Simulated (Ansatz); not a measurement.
# Mo: equal strain of all cell vectors

A series on Mo: equal strain of all cell vectors, -6 to +6 %; the shape is held and the atoms relax. Wanted: energy, stress and any gap along the series.

Method: DFT r2SCAN, scalar-relativistic, plane waves, PAW, in Ansatz 0.2.0.

2 further runs of the same task are left out: 2 set aside as unsound or not needed.

## (1) The starting structure

Symmetry: Im-3m, No. 229, cubic system. The conventional cell has a = 3.150 Å, b = 3.150 Å, c = 3.150 Å, α = 90.00°, β = 90.00°, γ = 90.00°. Mo (site symmetry m-3m) is surrounded by 8 Mo at 2.73 Å.

As a file:

```cif
data_structure
_symmetry_space_group_name_H-M 'P 1'
_symmetry_Int_Tables_number 1
_cell_length_a 3.1504
_cell_length_b 3.1504
_cell_length_c 3.1504
_cell_angle_alpha 90.000
_cell_angle_beta 90.000
_cell_angle_gamma 90.000
_cell_volume 31.27
loop_
_atom_site_label
_atom_site_type_symbol
_atom_site_fract_x
_atom_site_fract_y
_atom_site_fract_z
_atom_site_occupancy
Mo1 Mo 0.00000 0.00000 0.00000 1
Mo2 Mo 0.50000 0.50000 0.50000 1
```

It goes back to an entry of the Materials Project.

The unstrained cell comes from an earlier run at this level (2 atoms, E(σ→0) -9935.1921 eV, gap none (metal)).

## (2) At -2.0 %

Contents of input.yaml:

```yaml
crystal:
  lattice:
    - [3.0874216863, 0.0, 0.0]
    - [0.0, 3.0874216863, 0.0]
    - [0.0, 0.0, 3.0874216863]
  atoms:
    - { symbol: Mo, position: [0.0, 0.0, 0.0] }
    - { symbol: Mo, position: [0.5, 0.5, 0.5] }
basis:
  ecutwfc: 500
kpoints:
  mp_grid: { grid: [16, 16, 16] }
hamiltonian:
  xc: r2scan
scf:
  occupations: { method: gaussian, width: 0.1 }
output:
  forces: true
  stress: true
  eigenvalues: true
```

On the command line:

```console
$ ansatz run input.yaml --threads 1 --pin off --max-ram 2560MiB --backend cpu --events-out ev --progress --plain --runs-dir out
```

The log of the run, cut to the lines that bear on the results:

```text
Warning: RAYON_NUM_THREADS=1 ignored (pool sized by the plan → 1); use --threads N
[...]
Pseudopotentials: kind: paw
Pseudopotential: Mo, paw, valence charge 14, recommended cutoff 500 eV (meta_gga), Mo.paw.azcp
Functional definition: r2SCAN
[...]
Crystal: 2 atoms, lattice volume = 29.430 Å³
Basis set: ecut = 500 eV, 739 PW (Γ), exchange–correlation on 96×96×96 points (64 copies of the dense FFT grid, shifted against one another)
Bands: 18, of which v1, the nominal top of the filled ones, is band 14 counted from 1 (13 counted from 0)
Symmetry: 96 space group operations
Space group: Im-3m (ITA 229), of the structure as read, at distance tolerance 3.1e-5 Å
k-points: 165 of 4096
[...]
SCF iter   1: F=—  HF=-9935.090950 eV  |F-HF|=—  |Δ(HF+E_count)|=         —  Δρ=9.03e-3  dr2=1.76e-2  dr2_τ=4.09e-2  ethr=1.77e-3  ⟨swp⟩=5.1  Hψ=13800  notcnv=0
[...]
SCF iter   6: F=-9935.093649 eV  HF=-9935.093649 eV  |F-HF|=6.58e-10  |Δ(HF+E_count)|=   4.60e-8  Δρ=3.16e-6  dr2=6.98e-10  dr2_τ=2.17e-10  ethr=1.13e-10  ⟨swp⟩=2.1  Hψ=10359  notcnv=0
[...]
SCF converged after 6 iterations
Free energy (F): -9935.093649 eV
[...]
E sigma→0 (E₀):  -9935.091226 eV
Entropy (-TS):   -0.004846 eV (-2.423 meV/atom)
Fermi energy:    22.608759 eV
[...]
--- Forces (eV/Å), atoms counted from 1 ---
  atom   1  Mo     0.00000000    -0.00000000     0.00000000
  atom   2  Mo     0.00000000    -0.00000000     0.00000000
[...]
--- Stress (GPa, compression-positive) ---
       18.711661      -0.000000      -0.000000
       -0.000000      18.711661       0.000000
       -0.000000       0.000000      18.711661
  P = ⅓ Tr σ = 18.7117 GPa (187.117 kbar)
--- Band table (eV; the first three rows and the last of 165) ---
  k-point 0: bands = ["-40.6869", "-40.0641", "-14.2078", "-14.2078", "-14.2078", "-12.9822", "-12.9822", "-12.9822", "14.7561", "16.4352", "16.4352", "21.0370", "21.0370", "21.0370", "24.5919", "24.5919", "27.0771", "27.0771"]
[...]
```

Wall time 5.2 s (1 thread of Intel Xeon 6975P-C (Granite Rapids), shared host); peak memory 0.47 GiB.

The cell is held at each strain. Atoms start from the nearest strain of the same sign that is done. Symmetry fixes all atoms here, so a single point is enough.

## (3) Strain +2.0 %

Changes to input.yaml since step 2:

```diff
@@ -2,5 +2,5 @@
   lattice:
-    - [3.0874216863, 0.0, 0.0]
-    - [0.0, 3.0874216863, 0.0]
-    - [0.0, 0.0, 3.0874216863]
+    - [3.213438898, 0.0, 0.0]
+    - [0.0, 3.213438898, 0.0]
+    - [0.0, 0.0, 3.213438898]
   atoms:
```

On the command line:

```console
$ ansatz run input.yaml --threads 1 --pin off --max-ram 2560MiB --backend cpu --events-out ev --progress --plain --runs-dir out
```

The log of the run, cut to the lines that bear on the results:

```text
Warning: RAYON_NUM_THREADS=1 ignored (pool sized by the plan → 1); use --threads N
[...]
Pseudopotentials: kind: paw
Pseudopotential: Mo, paw, valence charge 14, recommended cutoff 500 eV (meta_gga), Mo.paw.azcp
Functional definition: r2SCAN
[...]
Crystal: 2 atoms, lattice volume = 33.183 Å³
Basis set: ecut = 500 eV, 847 PW (Γ), exchange–correlation on 96×96×96 points (64 copies of the dense FFT grid, shifted against one another)
Bands: 18, of which v1, the nominal top of the filled ones, is band 14 counted from 1 (13 counted from 0)
Symmetry: 96 space group operations
Space group: Im-3m (ITA 229), of the structure as read, at distance tolerance 3.2e-5 Å
k-points: 165 of 4096
[...]
SCF iter   1: F=—  HF=-9935.105885 eV  |F-HF|=—  |Δ(HF+E_count)|=         —  Δρ=1.00e-2  dr2=2.67e-2  dr2_τ=4.21e-2  ethr=1.77e-3  ⟨swp⟩=5.0  Hψ=13310  notcnv=0
[...]
SCF converged after 6 iterations
Free energy (F): -9935.105628 eV
[...]
E sigma→0 (E₀):  -9935.101982 eV
Entropy (-TS):   -0.007292 eV (-3.646 meV/atom)
Fermi energy:    19.627064 eV
[...]
--- Forces (eV/Å), atoms counted from 1 ---
  atom   1  Mo     0.00000000    -0.00000000     0.00000000
  atom   2  Mo     0.00000000    -0.00000000     0.00000000
[...]
--- Stress (GPa, compression-positive) ---
      -14.241267       0.000000       0.000000
        0.000000     -14.241267       0.000000
       -0.000000       0.000000     -14.241267
  P = ⅓ Tr σ = -14.2413 GPa (-142.413 kbar)
--- Band table (eV; the first three rows and the last of 165) ---
  k-point 0: bands = ["-43.6273", "-43.2374", "-17.0757", "-17.0757", "-17.0757", "-16.2165", "-16.2165", "-16.2165", "12.1816", "14.4598", "14.4598", "18.3105", "18.3105", "18.3105", "21.4271", "21.4271", "23.4127", "23.4127"]
[...]
```

Run time: 8.6 s. Hardware: 1 thread of Intel Xeon 6975P-C (Granite Rapids), shared host; peak memory 0.49 GiB.

## (4) At -4.0 %

Changes to input.yaml since step 3:

```diff
@@ -2,5 +2,5 @@
   lattice:
-    - [3.213438898, 0.0, 0.0]
-    - [0.0, 3.213438898, 0.0]
-    - [0.0, 0.0, 3.213438898]
+    - [3.0244130804, 0.0, 0.0]
+    - [0.0, 3.0244130804, 0.0]
+    - [0.0, 0.0, 3.0244130804]
   atoms:
```

On the command line:

```console
$ ansatz run input.yaml --threads 1 --pin off --max-ram 2560MiB --backend cpu --events-out ev --progress --plain --runs-dir out
```

The log of the run, cut to the lines that bear on the results:

```text
Warning: RAYON_NUM_THREADS=1 ignored (pool sized by the plan → 1); use --threads N
[...]
Pseudopotentials: kind: paw
Pseudopotential: Mo, paw, valence charge 14, recommended cutoff 500 eV (meta_gga), Mo.paw.azcp
Functional definition: r2SCAN
[...]
Crystal: 2 atoms, lattice volume = 27.665 Å³
Basis set: ecut = 500 eV, 739 PW (Γ), exchange–correlation on 96×96×96 points (64 copies of the dense FFT grid, shifted against one another)
Bands: 18, of which v1, the nominal top of the filled ones, is band 14 counted from 1 (13 counted from 0)
Symmetry: 96 space group operations
Space group: Im-3m (ITA 229), of the structure as read, at distance tolerance 3.0e-5 Å
k-points: 165 of 4096
[...]
SCF iter   1: F=—  HF=-9934.751464 eV  |F-HF|=—  |Δ(HF+E_count)|=         —  Δρ=8.83e-3  dr2=1.48e-2  dr2_τ=4.52e-2  ethr=1.77e-3  ⟨swp⟩=5.2  Hψ=13908  notcnv=0
[...]
SCF iter   6: F=-9934.760356 eV  HF=-9934.760356 eV  |F-HF|=2.89e-10  |Δ(HF+E_count)|=   3.74e-8  Δρ=2.57e-6  dr2=5.78e-10  dr2_τ=1.51e-10  ethr=9.32e-11  ⟨swp⟩=2.0  Hψ=9566  notcnv=0
[...]
SCF converged after 6 iterations
Free energy (F): -9934.760356 eV
[...]
E sigma→0 (E₀):  -9934.757673 eV
Entropy (-TS):   -0.005365 eV (-2.683 meV/atom)
Fermi energy:    24.278692 eV
[...]
--- Forces (eV/Å), atoms counted from 1 ---
  atom   1  Mo    -0.00000000     0.00000000     0.00000000
  atom   2  Mo     0.00000000    -0.00000000     0.00000000
[...]
--- Stress (GPa, compression-positive) ---
       42.883941      -0.000000      -0.000000
       -0.000000      42.883941      -0.000000
       -0.000000       0.000000      42.883941
  P = ⅓ Tr σ = 42.8839 GPa (428.839 kbar)
--- Band table (eV; the first three rows and the last of 165) ---
  k-point 0: bands = ["-39.0843", "-38.2975", "-12.6396", "-12.6396", "-12.6396", "-11.1771", "-11.1771", "-11.1771", "16.2544", "17.5194", "17.5194", "22.5464", "22.5464", "22.5464", "26.3436", "26.3436", "29.1240", "29.1240"]
[...]
```

Wall time 5 s (1 thread of Intel Xeon 6975P-C (Granite Rapids), shared host); peak memory 0.47 GiB.

## (5) At +4.0 %

Changes to input.yaml since step 4:

```diff
@@ -2,5 +2,5 @@
   lattice:
-    - [3.0244130804, 0.0, 0.0]
-    - [0.0, 3.0244130804, 0.0]
-    - [0.0, 0.0, 3.0244130804]
+    - [3.2764475038, 0.0, 0.0]
+    - [0.0, 3.2764475038, 0.0]
+    - [0.0, 0.0, 3.2764475038]
   atoms:
@@ -20 +20,5 @@
   eigenvalues: true
+  write_density: true
+  write_potential: true
+  elf: true
+  volumetric_format: npy
```

On the command line:

```console
$ ansatz run input.yaml --threads 1 --pin off --max-ram 2560MiB --backend cpu --events-out ev --progress --plain --runs-dir out
```

The log of the run, cut to the lines that bear on the results:

```text
Warning: RAYON_NUM_THREADS=1 ignored (pool sized by the plan → 1); use --threads N
[...]
Pseudopotentials: kind: paw
Pseudopotential: Mo, paw, valence charge 14, recommended cutoff 500 eV (meta_gga), Mo.paw.azcp
Functional definition: r2SCAN
[...]
Crystal: 2 atoms, lattice volume = 35.173 Å³
Basis set: ecut = 500 eV, 895 PW (Γ), exchange–correlation on 96×96×96 points (64 copies of the dense FFT grid, shifted against one another)
Bands: 18, of which v1, the nominal top of the filled ones, is band 14 counted from 1 (13 counted from 0)
Symmetry: 96 space group operations
Space group: Im-3m (ITA 229), of the structure as read, at distance tolerance 3.3e-5 Å
k-points: 165 of 4096
[...]
SCF iter   1: F=—  HF=-9934.856673 eV  |F-HF|=—  |Δ(HF+E_count)|=         —  Δρ=1.08e-2  dr2=3.27e-2  dr2_τ=4.54e-2  ethr=1.77e-3  ⟨swp⟩=5.0  Hψ=13154  notcnv=0
[...]
SCF converged after 6 iterations
Free energy (F): -9934.858668 eV
[...]
E sigma→0 (E₀):  -9934.854927 eV
Entropy (-TS):   -0.007482 eV (-3.741 meV/atom)
Fermi energy:    18.294994 eV
[...]
--- Forces (eV/Å), atoms counted from 1 ---
  atom   1  Mo    -0.00000000    -0.00000000    -0.00000000
  atom   2  Mo    -0.00000000    -0.00000000     0.00000000
[...]
--- Stress (GPa, compression-positive) ---
      -24.920948       0.000000       0.000000
       -0.000000     -24.920948       0.000000
        0.000000       0.000000     -24.920948
  P = ⅓ Tr σ = -24.9209 GPa (-249.209 kbar)
--- Band table (eV; the first three rows and the last of 165) ---
  k-point 0: bands = ["-44.9694", "-44.6610", "-18.3835", "-18.3835", "-18.3835", "-17.6644", "-17.6644", "-17.6644", "11.0720", "13.5598", "13.5598", "17.0789", "17.0789", "17.0789", "19.9990", "19.9990", "21.7727", "21.7727"]
[...]
```

Wall time 6.8 s (1 thread of Intel Xeon 6975P-C (Granite Rapids), shared host); peak memory 0.48 GiB.

Density in a lattice plane of the grid's cell (edges 3.28 and 3.28 Å, at 0.000 of the third edge), which holds Mo.

Ten even steps from '0' (0.21 e/Å³) to '9' (6.47 e/Å³):
```
999863100000000000136899
998742100000000000124789
776531000000000000013567
443211000000000000011234
111100000000000000000111
000000000000000000000000
000000000000000000000000
000000000000000000000000
000000000000000000000000
000000000000000000000000
000000000000000000000000
000000000000000000000000
000000000000000000000000
000000000000000000000000
111100000000000000000111
443211000000000000011234
776531000000000000013567
998742100000000000124789
999863100000000000136899
999864100000000000146899
```
Columns run along the first of these edges and rows up along the second, over one cell in 24 and 20 even steps from the bottom left corner. Atoms in the plane (fractional): Mo at (0.00, 0.00).

ELF in the same plane.

Ten even steps from '0' (0.11) to '9' (0.73):
```
467997410013431001479976
789997410124442101479998
999985311234543211358999
887753212345554321235778
444322123455655432122344
111111234555655543211111
000012345555555554321000
111234455555555555443211
233445555544444555554433
334455665544444556655443
233445555544444555554433
111234455555555555443211
000012345555555554321000
111111234555655543211111
444322123455655432122344
887753212345554321235778
999985311234543211358999
789997410124442101479998
467997410013431001479976
136897410013331001479863
```
Columns run along the first of these edges and rows up along the second, over one cell in 24 and 20 even steps from the bottom left corner. Atoms in the plane (fractional): Mo at (0.00, 0.00).

Both are smooth fields of the valence electrons: close to the nuclei they are not physical.

The highest ELF values outside the cores: 0.49 between the atoms, 1.7 Å from Mo.

## (6) Strain -6.0 %

Contents of input.yaml:

```yaml
crystal:
  lattice:
    - [2.9614044746, 0.0, 0.0]
    - [0.0, 2.9614044746, 0.0]
    - [0.0, 0.0, 2.9614044746]
  atoms:
    - { symbol: Mo, position: [0.0, 0.0, 0.0] }
    - { symbol: Mo, position: [0.5, 0.5, 0.5] }
basis:
  ecutwfc: 500
kpoints:
  mp_grid: { grid: [16, 16, 16] }
hamiltonian:
  xc: r2scan
scf:
  occupations: { method: gaussian, width: 0.1 }
output:
  forces: true
  stress: true
  eigenvalues: true
```

On the command line:

```console
$ ansatz run input.yaml --threads 1 --pin off --max-ram 2560MiB --backend cpu --events-out ev --progress --plain --runs-dir out
```

The log of the run, cut to the lines that bear on the results:

```text
Warning: RAYON_NUM_THREADS=1 ignored (pool sized by the plan → 1); use --threads N
[...]
Pseudopotentials: kind: paw
Pseudopotential: Mo, paw, valence charge 14, recommended cutoff 500 eV (meta_gga), Mo.paw.azcp
Functional definition: r2SCAN
[...]
Crystal: 2 atoms, lattice volume = 25.971 Å³
Basis set: ecut = 500 eV, 691 PW (Γ), exchange–correlation on 96×96×96 points (64 copies of the dense FFT grid, shifted against one another)
Bands: 18, of which v1, the nominal top of the filled ones, is band 14 counted from 1 (13 counted from 0)
Symmetry: 96 space group operations
Space group: Im-3m (ITA 229), of the structure as read, at distance tolerance 3.0e-5 Å
k-points: 165 of 4096
[...]
SCF iter   1: F=—  HF=-9934.134628 eV  |F-HF|=—  |Δ(HF+E_count)|=         —  Δρ=8.88e-3  dr2=1.23e-2  dr2_τ=5.44e-2  ethr=1.77e-3  ⟨swp⟩=5.2  Hψ=13929  notcnv=0
[...]
SCF iter   6: F=-9934.153765 eV  HF=-9934.153765 eV  |F-HF|=1.16e-10  |Δ(HF+E_count)|=   1.88e-8  Δρ=4.11e-6  dr2=1.73e-9  dr2_τ=2.54e-10  ethr=7.85e-11  ⟨swp⟩=2.0  Hψ=10088  notcnv=0
[...]
SCF converged after 6 iterations
Free energy (F): -9934.153765 eV
[...]
E sigma→0 (E₀):  -9934.150853 eV
Entropy (-TS):   -0.005823 eV (-2.912 meV/atom)
Fermi energy:    26.090888 eV
[...]
--- Forces (eV/Å), atoms counted from 1 ---
  atom   1  Mo     0.00000000    -0.00000000     0.00000000
  atom   2  Mo     0.00000000    -0.00000000     0.00000000
[...]
--- Stress (GPa, compression-positive) ---
       73.291669       0.000000      -0.000000
        0.000000      73.291669      -0.000000
        0.000000      -0.000000      73.291669
  P = ⅓ Tr σ = 73.2917 GPa (732.917 kbar)
--- Band table (eV; the first three rows and the last of 165) ---
  k-point 0: bands = ["-37.3861", "-36.3923", "-10.9712", "-10.9712", "-10.9712", "-9.2272", "-9.2272", "-9.2272", "17.9218", "18.6760", "18.6760", "24.1667", "24.1667", "24.1667", "28.2217", "28.2217", "31.3349", "31.3349"]
[...]
```

It took 4.1 s on 1 thread of Intel Xeon 6975P-C (Granite Rapids), shared host; peak memory 0.47 GiB.

## (7) The cell strained by +6.0 %

Changes to input.yaml since step 6:

```diff
@@ -2,5 +2,5 @@
   lattice:
-    - [2.9614044746, 0.0, 0.0]
-    - [0.0, 2.9614044746, 0.0]
-    - [0.0, 0.0, 2.9614044746]
+    - [3.3394561096, 0.0, 0.0]
+    - [0.0, 3.3394561096, 0.0]
+    - [0.0, 0.0, 3.3394561096]
   atoms:
```

On the command line:

```console
$ ansatz run input.yaml --threads 1 --pin off --max-ram 2560MiB --backend cpu --events-out ev --progress --plain --runs-dir out
```

The log of the run, cut to the lines that bear on the results:

```text
Warning: RAYON_NUM_THREADS=1 ignored (pool sized by the plan → 1); use --threads N
[...]
Pseudopotentials: kind: paw
Pseudopotential: Mo, paw, valence charge 14, recommended cutoff 500 eV (meta_gga), Mo.paw.azcp
Functional definition: r2SCAN
[...]
Crystal: 2 atoms, lattice volume = 37.242 Å³
Basis set: ecut = 500 eV, 949 PW (Γ), exchange–correlation on 100×100×100 points (64 copies of the dense FFT grid, shifted against one another)
Bands: 18, of which v1, the nominal top of the filled ones, is band 14 counted from 1 (13 counted from 0)
Symmetry: 96 space group operations
Space group: Im-3m (ITA 229), of the structure as read, at distance tolerance 3.3e-5 Å
k-points: 165 of 4096
[...]
SCF iter   1: F=—  HF=-9934.476913 eV  |F-HF|=—  |Δ(HF+E_count)|=         —  Δρ=1.16e-2  dr2=3.95e-2  dr2_τ=4.95e-2  ethr=1.77e-3  ⟨swp⟩=4.9  Hψ=12804  notcnv=0
[...]
SCF iter   6: F=-9934.483308 eV  HF=-9934.483308 eV  |F-HF|=4.35e-10  |Δ(HF+E_count)|=   9.40e-8  Δρ=1.31e-6  dr2=6.22e-10  dr2_τ=2.81e-10  ethr=3.57e-10  ⟨swp⟩=5.0  Hψ=12673  notcnv=0
[...]
SCF converged after 6 iterations
Free energy (F): -9934.483308 eV
[...]
E sigma→0 (E₀):  -9934.479471 eV
Entropy (-TS):   -0.007674 eV (-3.837 meV/atom)
Fermi energy:    17.057716 eV
[...]
--- Forces (eV/Å), atoms counted from 1 ---
  atom   1  Mo     0.00000000    -0.00000000     0.00000000
  atom   2  Mo     0.00000000     0.00000000     0.00000000
[...]
--- Stress (GPa, compression-positive) ---
      -32.752361       0.000000       0.000000
        0.000000     -32.752361       0.000000
        0.000000      -0.000000     -32.752361
  P = ⅓ Tr σ = -32.7524 GPa (-327.524 kbar)
--- Band table (eV; the first three rows and the last of 165) ---
  k-point 0: bands = ["-46.2278", "-45.9837", "-19.6103", "-19.6103", "-19.6103", "-19.0087", "-19.0087", "-19.0087", "10.0626", "12.7134", "12.7134", "15.9279", "15.9279", "15.9279", "18.6654", "18.6654", "20.2492", "20.2492"]
[...]
```

Run time: 6.9 s. Hardware: 1 thread of Intel Xeon 6975P-C (Granite Rapids), shared host; peak memory 0.5 GiB.

## (8) All strains together

Lengths are those of the vectors of the cell that was run; stresses in GPa:

```csv
strain (%),ΔE (meV/atom),a (Å),b (Å),c (Å),σxx,σyy,σzz
-6.0,520.6,2.961,2.961,2.961,73.29,73.29,73.29
-4.0,217.2,3.024,3.024,3.024,42.88,42.88,42.88
-2.0,50.5,3.087,3.087,3.087,18.71,18.71,18.71
+0.0,0.0,3.150,3.150,3.150,-0.02,-0.02,-0.02
+2.0,45.1,3.213,3.213,3.213,-14.24,-14.24,-14.24
+4.0,168.6,3.276,3.276,3.276,-24.92,-24.92,-24.92
+6.0,356.3,3.339,3.339,3.339,-32.75,-32.75,-32.75
```

ΔE is over the unstrained cell. Stress in GPa, positive in compression, on the Cartesian axes of the input. 

## (9) Summary of results

```
                               quantity                     value
                    largest energy cost  520.6 meV/atom at -6.0 %
(1/V) d²E/dε² at zero strain, cubic fit                  2500 GPa
```

**Reading.** From the curvature follows nine times the bulk modulus at fixed shape: 2500 GPa. Compression by 6 % costs 520.6 meV/atom and stretching 356.3.
